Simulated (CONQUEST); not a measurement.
# ZnS (Wurtzite-4H) (P6_3mc) in CONQUEST: further runs

One crystal, ZnS (Wurtzite-4H), is run at these levels: PBE; tasks: single point.

All numbers are computed with CONQUEST 1.3; they aren't measurements. Logs are shortened: lines on timing, memory, paths and dates and some standing lists are left out, and cuts for length are marked.

**Measured values to compare with.**

A printed reference work, monograph reports, for a bulk crystal of ZnS at 4 K: band gap 3.911 eV (direct).

The results are compared with them further down.

## Step 1: Starting point

The structure is hexagonal, space group P6_3mc (No. 186). The conventional cell has a = 3.823 Å, b = 3.823 Å, c = 12.520 Å, α = 90.00°, β = 90.00°, γ = 120.00°. Zn (site symmetry 3m) has 4 S at 2.34 to 2.35 Å as nearest neighbours. Around Zn (site symmetry 3m) lie 4 S at 2.34 to 2.35 Å. Around S (site symmetry 3m) lie 4 Zn at 2.34 to 2.35 Å. Around S (site symmetry 3m) lie 4 Zn at 2.34 to 2.35 Å.

## Step 2: Single point, PBE

Input file Conquest_input:

```
IO.Title ZnS
IO.Coordinates coords.dat
IO.FractionalAtomicCoords T
IO.Iprint 2
IO.Iprint_init 1
General.NumberOfSpecies 2
General.PseudopotentialType hamann
AtomMove.TypeOfRun static
AtomMove.FullStress T
Grid.GridCutoff 120
DM.SolutionMethod diagon
Diag.MPMesh T
Diag.GammaCentred T
Diag.MPMeshX 2
Diag.MPMeshY 1
Diag.MPMeshZ 1
Diag.kT 0.00183747
minE.SCTolerance 1e-6
SC.MaxIters 100
IO.AtomChargeOutput T
SC.KerkerPreCondition T
SC.KerkerFactor 0.3
SC.LinearMixingFactor 0.3
%block ChemicalSpeciesLabel
1 65.390 Zn
2 32.070 S
%endblock
```

Input file coords.dat:

```
    7.2238560566     0.0000000000     0.0000000000
    0.0000000000    12.5120857164     0.0000000000
    0.0000000000     0.0000000000    23.6593710803
16
  0.0000000000   0.3333333330   0.2500000000 1 T T T
  0.5000000000   0.8333333330   0.2500000000 1 T T T
  0.0000000000   0.6666666670   0.7500000000 1 T T T
  0.5000000000   0.1666666670   0.7500000000 1 T T T
  0.0000000000   0.0000000000   0.5000000000 1 T T T
  0.5000000000   0.5000000000   0.5000000000 1 T T T
  0.0000000000   0.0000000000   0.0000000000 1 T T T
  0.5000000000   0.5000000000   0.0000000000 1 T T T
  0.0000000000   0.3333333330   0.0625000000 2 T T T
  0.5000000000   0.8333333330   0.0625000000 2 T T T
  0.0000000000   0.6666666670   0.5625000000 2 T T T
  0.5000000000   0.1666666670   0.5625000000 2 T T T
  0.0000000000   0.0000000000   0.3125000000 2 T T T
  0.5000000000   0.5000000000   0.3125000000 2 T T T
  0.0000000000   0.0000000000   0.8125000000 2 T T T
  0.5000000000   0.5000000000   0.8125000000 2 T T T
```

Potentials or basis: PseudoDojo NC PBE, SZP, grid cutoff 120 Ha.

Started as:

```console
$ Conquest
```

The program printed:

```text
Simulation cell dimensions:     7.2239 a0 x    12.5121 a0 x    23.6594 a0

      Atomic coordinates (a0)
         Atom         X         Y         Z  Species
            1    0.0000    4.1707    5.9148        1
            2    3.6119   10.4267    5.9148        1
            3    0.0000    8.3414   17.7445        1
            4    3.6119    2.0853   17.7445        1
            5    0.0000    0.0000   11.8297        1
            6    3.6119    6.2560   11.8297        1
[... 8 lines left out ...]
           15    0.0000    0.0000   19.2232        2
           16    3.6119    6.2560   19.2232        2

         Monkhorst-Pack mesh:   2 x   1 x   1 gamma-centred
        This calculation includes non-local pseudopotentials,
         with a maximum core radius of      6.25288158

    Job title: ZnS
    Job to be run: static calculation

    Ground state search:
      Support functions represented with PAO basis
      1:1 PAO to SF mapping
      Non-spin-polarised electrons
      Solving for the K matrix using diagonalisation
      Using Fermi-Dirac smearing

    Integration grid size:     36 x   64 x  120

    Integration grid spacing:  0.201 a0 x 0.196 a0 x 0.197 a0

    Number of species:  2
    --------------------------------------------------------
    |   #  mass (au)  Charge (e)  SF Rad (a0)  NSF  Label  |
    --------------------------------------------------------
    |   1     65.390      20.000        6.622   13  Zn     |
    |   2     32.070       6.000        6.421    9  S      |
    --------------------------------------------------------
          SCF tolerance:                 0.00000100
          SCF iterations:               100

    The functional used will be GGA PBE96

           radial cut-off to be used is taken to be max PAO cut-off radius for this species:    6.252882

           greatest ang. mom. for making density from PAOs:  2

           radial cut-off to be used is taken to be max PAO cut-off radius for this species:    6.083497

           greatest ang. mom. for making density from PAOs:  2
    Minimum blocs/proc is     4320. Maximum blocs/proc is     4320
    set_atom_dens: In set_atomic_density, electrons :     208.000000000000
 matrix_size & matrix_size_padH =          176         176

    Screened ion int: energy:   -1508.258073565550 Ha

    new_SC_potl: Starting.  Tolerance:  0.10000E-05

    PulayMixSC: Starting Pulay mixing, A_up =  0.300 A_dn =  0.300
    PulayMixSC: Spin non-polarised calculation.
    PulayMixSC: with Kerker preconditioning, q0 =  0.300
          Harris-Foulkes Energy            :     -1760.954969414799507 Ha
          (TS=0 as O(N) or entropic contribution is negligible)
          DFT Total Energy                 :     -1760.595305463778004 Ha
          Total number of electrons        :       208.000000000002188
    PulayMixSC: Pulay iteration     1 residual:              0.11334E-02
          Harris-Foulkes Energy            :     -1760.901560318686279 Ha
          (TS=0 as O(N) or entropic contribution is negligible)
          DFT Total Energy                 :     -1760.647679139367483 Ha
          Total number of electrons        :       208.000044120584363
    PulayMixSC: Pulay iteration     2 residual:              0.93931E-03
          Harris-Foulkes Energy            :     -1760.775694021585878 Ha
          (TS=0 as O(N) or entropic contribution is negligible)
          DFT Total Energy                 :     -1760.766598220241121 Ha
          Total number of electrons        :       208.000207317046602
    PulayMixSC: Pulay iteration     3 residual:              0.27507E-03
          Harris-Foulkes Energy            :     -1760.770521952831814 Ha
          (TS=0 as O(N) or entropic contribution is negligible)
          DFT Total Energy                 :     -1760.769800530690190 Ha
          Total number of electrons        :       208.000151089046284
    PulayMixSC: Pulay iteration     4 residual:              0.10316E-03
          Harris-Foulkes Energy            :     -1760.770064588606601 Ha
          (TS=0 as O(N) or entropic contribution is negligible)
          DFT Total Energy                 :     -1760.769878730868641 Ha
          Total number of electrons        :       208.000131091387715
    PulayMixSC: Pulay iteration     5 residual:              0.61415E-04
          Harris-Foulkes Energy            :     -1760.769841798543439 Ha
          (TS=0 as O(N) or entropic contribution is negligible)
          DFT Total Energy                 :     -1760.769966241517068 Ha
          Total number of electrons        :       208.000156595645223
    PulayMixSC: Pulay iteration     6 residual:              0.26949E-04
          Harris-Foulkes Energy            :     -1760.769891547313591 Ha
          (TS=0 as O(N) or entropic contribution is negligible)
          DFT Total Energy                 :     -1760.769976861058922 Ha
          Total number of electrons        :       208.000151056491006
    PulayMixSC: Pulay iteration     7 residual:              0.16160E-04
          Harris-Foulkes Energy            :     -1760.769948055521127 Ha
          (TS=0 as O(N) or entropic contribution is negligible)
          DFT Total Energy                 :     -1760.769979829316298 Ha
          Total number of electrons        :       208.000143564910417
    PulayMixSC: Pulay iteration     8 residual:              0.81508E-05
          Harris-Foulkes Energy            :     -1760.769973228366553 Ha
          (TS=0 as O(N) or entropic contribution is negligible)
          DFT Total Energy                 :     -1760.769978434460427 Ha
          Total number of electrons        :       208.000146340556455
    PulayMixSC: Pulay iteration     9 residual:              0.51209E-05
          Harris-Foulkes Energy            :     -1760.769979032590982 Ha
          (TS=0 as O(N) or entropic contribution is negligible)
          DFT Total Energy                 :     -1760.769979397145107 Ha
          Total number of electrons        :       208.000147822431927
    PulayMixSC: Pulay iteration    10 residual:              0.34739E-05
          Harris-Foulkes Energy            :     -1760.769979684600912 Ha
          (TS=0 as O(N) or entropic contribution is negligible)
          DFT Total Energy                 :     -1760.769979887791578 Ha
          Total number of electrons        :       208.000147853741083
    PulayMixSC: Pulay iteration    11 residual:              0.28277E-05
          Harris-Foulkes Energy            :     -1760.769980346710554 Ha
          (TS=0 as O(N) or entropic contribution is negligible)
          DFT Total Energy                 :     -1760.769980386780389 Ha
          Total number of electrons        :       208.000147021566818
    PulayMixSC: Pulay iteration    12 residual:              0.69353E-06
    PulayMixSC: Reached SCF tolerance of  0.69353E-06 after     12 iterations
      | Number of electrons      =       208.000147
      |* band energy as 2Tr[K.H] =      -287.419314876289718 Ha
      |  screened ion-ion energy =     -1508.258073565549694 Ha
      |  Ha correction           =        13.222654673492970 Ha
      |  XC correction           =        21.684717602234784 Ha
      |* Harris-Foulkes energy   =     -1760.769980346710554 Ha
      |* DFT total energy        =     -1760.769980386780389 Ha
      |  estimated accuracy      =         0.000000040069835 Ha

    force: Forces on atoms (Ha/a0)
    force:  Atom   X              Y              Z
    force:     1  -0.0000000000  -0.0057821023  -0.0038258566
    force:     2  -0.0000000000  -0.0057821023  -0.0038258566
    force:     3   0.0000000000   0.0057821023  -0.0038258566
    force:     4   0.0000000000   0.0057821023  -0.0038258566
    force:     5   0.0000000000  -0.0043777511  -0.0048945671
    force:     6  -0.0000000000  -0.0043777511  -0.0048945671
[... 8 lines left out ...]
    force:    15  -0.0000000000  -0.0040761635   0.0045684468
    force:    16  -0.0000000000  -0.0040761635   0.0045684468

    force: Maximum force :        0.00578210(Ha/a0) on atom         3 in y direction
    force: Force Residual:        0.00619247 Ha/a0
    force: Total stress:        -10.48431862     0.00000000     0.00000000 GPa
                             0.00000000    -2.05987880     0.00000000
                             0.00000000    -0.00000000    -4.04034253
    force: Average pressure:      5.52817998 GPa

    force: Finished force
    get_E_and_F: Change in energy during last step of electronic optimisation: -0.66211E-06

    BIBLIOGRAPHY: Please consider citing the following references in the conquest.bib file

    CONQUEST:         Bowler2002pt, Miyazaki2004, Nakata2020
    Basis:            Bowler2019
    DM:               Bowler:2006xr
    Pseudopotentials: Hamann2013, Bowler2019
    XC functional:    Perdew1996
```

Run time: 34 s. Hardware: 1 thread of Intel Xeon 6975P-C (Granite Rapids), shared host; peak memory 1.1 GiB.

These settings aren't checked as converged: the numbers below hold their error.

Results:

| Item | Value |
| --- | --- |
| Pressure | 5.5 GPa |
| Band gap on the k mesh | 2.45 eV |
| Mulliken charges | Zn +0.47, +0.48; S -0.47, -0.48 e |

Caveat: the k mesh is coarse (spacing up to 0.95 Å⁻¹), so the values aren't converged; the atomic basis is small; Mulliken charges move with the basis; the real-space grid is too coarse here: the forces don't sum to zero and aren't listed, and the energy moves when atoms move against the grid; an odd mesh through Γ misses points on the zone boundary, where band edges often lie; the basis of atomic orbitals isn't converged, which shifts pressures, moduli and gaps.

## Step 3: Single point, PBE

Conquest_input, as its differences from that of step 2:

```diff
@@ -13,4 +13,4 @@
 Diag.GammaCentred T
-Diag.MPMeshX 2
-Diag.MPMeshY 1
+Diag.MPMeshX 3
+Diag.MPMeshY 2
 Diag.MPMeshZ 1
```

coords.dat is that of step 2.

Potentials or basis: PseudoDojo NC PBE, SZP, grid cutoff 120 Ha.

Started as:

```console
$ Conquest
```

The program printed:

```text
Simulation cell dimensions:     7.2239 a0 x    12.5121 a0 x    23.6594 a0

      Atomic coordinates (a0)
         Atom         X         Y         Z  Species
            1    0.0000    4.1707    5.9148        1
            2    3.6119   10.4267    5.9148        1
            3    0.0000    8.3414   17.7445        1
            4    3.6119    2.0853   17.7445        1
            5    0.0000    0.0000   11.8297        1
            6    3.6119    6.2560   11.8297        1
[... 8 lines left out ...]
           15    0.0000    0.0000   19.2232        2
           16    3.6119    6.2560   19.2232        2

         Monkhorst-Pack mesh:   3 x   2 x   1 gamma-centred
        This calculation includes non-local pseudopotentials,
         with a maximum core radius of      6.25288158

    Job title: ZnS
    Job to be run: static calculation

    Ground state search:
      Support functions represented with PAO basis
      1:1 PAO to SF mapping
      Non-spin-polarised electrons
      Solving for the K matrix using diagonalisation
      Using Fermi-Dirac smearing

    Integration grid size:     36 x   64 x  120

    Integration grid spacing:  0.201 a0 x 0.196 a0 x 0.197 a0

    Number of species:  2
    --------------------------------------------------------
    |   #  mass (au)  Charge (e)  SF Rad (a0)  NSF  Label  |
    --------------------------------------------------------
    |   1     65.390      20.000        6.622   13  Zn     |
    |   2     32.070       6.000        6.421    9  S      |
    --------------------------------------------------------
          SCF tolerance:                 0.00000100
          SCF iterations:               100

    The functional used will be GGA PBE96

           radial cut-off to be used is taken to be max PAO cut-off radius for this species:    6.252882

           greatest ang. mom. for making density from PAOs:  2

           radial cut-off to be used is taken to be max PAO cut-off radius for this species:    6.083497

           greatest ang. mom. for making density from PAOs:  2
    Minimum blocs/proc is     4320. Maximum blocs/proc is     4320
    set_atom_dens: In set_atomic_density, electrons :     208.000000000000
 matrix_size & matrix_size_padH =          176         176

    Screened ion int: energy:   -1508.258073565550 Ha

    new_SC_potl: Starting.  Tolerance:  0.10000E-05

    PulayMixSC: Starting Pulay mixing, A_up =  0.300 A_dn =  0.300
    PulayMixSC: Spin non-polarised calculation.
    PulayMixSC: with Kerker preconditioning, q0 =  0.300
          Harris-Foulkes Energy            :     -1761.000509041681653 Ha
          (TS=0 as O(N) or entropic contribution is negligible)
          DFT Total Energy                 :     -1760.666660624224960 Ha
          Total number of electrons        :       208.000000000002188
    PulayMixSC: Pulay iteration     1 residual:              0.10947E-02
          Harris-Foulkes Energy            :     -1760.950827149723636 Ha
          (TS=0 as O(N) or entropic contribution is negligible)
          DFT Total Energy                 :     -1760.715974535534315 Ha
          Total number of electrons        :       208.000041714270566
    PulayMixSC: Pulay iteration     2 residual:              0.90562E-03
          Harris-Foulkes Energy            :     -1760.834997263312744 Ha
          (TS=0 as O(N) or entropic contribution is negligible)
          DFT Total Energy                 :     -1760.826310471399211 Ha
          Total number of electrons        :       208.000195225004802
    PulayMixSC: Pulay iteration     3 residual:              0.26639E-03
          Harris-Foulkes Energy            :     -1760.829955478640841 Ha
          (TS=0 as O(N) or entropic contribution is negligible)
          DFT Total Energy                 :     -1760.829213967404485 Ha
          Total number of electrons        :       208.000144504441067
    PulayMixSC: Pulay iteration     4 residual:              0.10131E-03
          Harris-Foulkes Energy            :     -1760.829476152918232 Ha
          (TS=0 as O(N) or entropic contribution is negligible)
[... 20 lines left out ...]
          DFT Total Energy                 :     -1760.829392954273771 Ha
          Total number of electrons        :       208.000139930446579
    PulayMixSC: Pulay iteration     9 residual:              0.54859E-05
          Harris-Foulkes Energy            :     -1760.829393717401217 Ha
          (TS=0 as O(N) or entropic contribution is negligible)
          DFT Total Energy                 :     -1760.829394384037187 Ha
          Total number of electrons        :       208.000142010986025
    PulayMixSC: Pulay iteration    10 residual:              0.31073E-05
          Harris-Foulkes Energy            :     -1760.829394230330990 Ha
          (TS=0 as O(N) or entropic contribution is negligible)
          DFT Total Energy                 :     -1760.829394706063340 Ha
          Total number of electrons        :       208.000141984624037
    PulayMixSC: Pulay iteration    11 residual:              0.25150E-05
          Harris-Foulkes Energy            :     -1760.829394932529340 Ha
          (TS=0 as O(N) or entropic contribution is negligible)
          DFT Total Energy                 :     -1760.829394981994028 Ha
          Total number of electrons        :       208.000141106789414
    PulayMixSC: Pulay iteration    12 residual:              0.66592E-06
    PulayMixSC: Reached SCF tolerance of  0.66592E-06 after     12 iterations
      | Number of electrons      =       208.000141
      |* band energy as 2Tr[K.H] =      -287.432842931955520 Ha
      |  screened ion-ion energy =     -1508.258073565549694 Ha
      |  Ha correction           =        13.187408204769108 Ha
      |  XC correction           =        21.674092523631202 Ha
      |* Harris-Foulkes energy   =     -1760.829394932529340 Ha
      |* DFT total energy        =     -1760.829394981994028 Ha
      |  estimated accuracy      =         0.000000049464688 Ha

    force: Forces on atoms (Ha/a0)
    force:  Atom   X              Y              Z
    force:     1  -0.0000000000  -0.0027243147  -0.0007013737
    force:     2  -0.0000000000  -0.0027243147  -0.0007013737
    force:     3   0.0000000000   0.0027243147  -0.0007013737
    force:     4  -0.0000000000   0.0027243147  -0.0007013737
    force:     5  -0.0000000000  -0.0008007645  -0.0013006783
    force:     6  -0.0000000000  -0.0008007645  -0.0013006783
[... 8 lines left out ...]
    force:    15  -0.0000000000  -0.0006050305   0.0016711611
    force:    16  -0.0000000000  -0.0006050305   0.0016711611

    force: Maximum force :        0.00272431(Ha/a0) on atom         3 in y direction
    force: Force Residual:        0.00184477 Ha/a0
    force: Total stress:         -5.77506920     0.00000000     0.00000000 GPa
                             0.00000000    -4.45230743     0.00000000
                             0.00000000    -0.00000000    -4.39455569
    force: Average pressure:      4.87397744 GPa

    force: Finished force
    get_E_and_F: Change in energy during last step of electronic optimisation: -0.70220E-06

    BIBLIOGRAPHY: Please consider citing the following references in the conquest.bib file

    CONQUEST:         Bowler2002pt, Miyazaki2004, Nakata2020
    Basis:            Bowler2019
    DM:               Bowler:2006xr
    Pseudopotentials: Hamann2013, Bowler2019
    XC functional:    Perdew1996
```

Wall time 36 s (1 thread of Intel Xeon 6975P-C (Granite Rapids), shared host); peak memory 1.1 GiB.

These settings aren't checked as converged: the numbers below hold their error.

What came out:

| Property | Result |
| --- | --- |
| Free energy | -47914.6088 eV |
| Pressure | 4.9 GPa |
| Largest force | 0.145 eV/Å |
| Band gap on the k mesh | 2.49 eV |
| Mulliken charges | Zn +0.47; S -0.47 e |

Caveat: the k mesh is coarse (spacing up to 0.55 Å⁻¹), so the values aren't converged; the atomic basis is small; Mulliken charges move with the basis; an odd mesh through Γ misses points on the zone boundary, where band edges often lie; the basis of atomic orbitals isn't converged, which shifts pressures, moduli and gaps.

(Continued in part 2 of 3.)
